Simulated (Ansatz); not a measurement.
Stackings of close-packed layers of C (tetrahedral net, letters for double layers), each relaxed to a stress under 0.05 GPa; h and k mark layers whose two neighbours have the same or different letters; energies count from the stacking AB (P6_3/mmc).

Theory: DFT PBEsol, scalar-relativistic, plane waves, PAW (Ansatz).

Cutoff 420 eV, Gaussian smearing of 0.02 eV, energies at zero smearing, symmetry of each start kept, no spin polarisation.

```tsv
start	atoms	k mesh	excess energy (meV/atom)	spacing of like layers (Å)	a (Å)	gap on the mesh (eV)
ABC (kkk)	6	12×12×4	-23.8	2.052	2.513	4.11
ABCBCB (hkhhhk)	12	12×12×2	-10.1	2.071	2.503	4.00
ABABACAC (khhhkhhh)	16	12×12×2	-7.5	2.073	2.502	4.11
ABABACAB (hhhhkhkh)	16	12×12×2	-7.5	2.073	2.502	3.62
ABABACBC (khhhkkhk)	16	12×12×2	-13.6	2.066	2.506	4.20
ABACACABAB (hhkhhhkhhh)	20	12×12×2	-6.0	2.075	2.501	3.66
```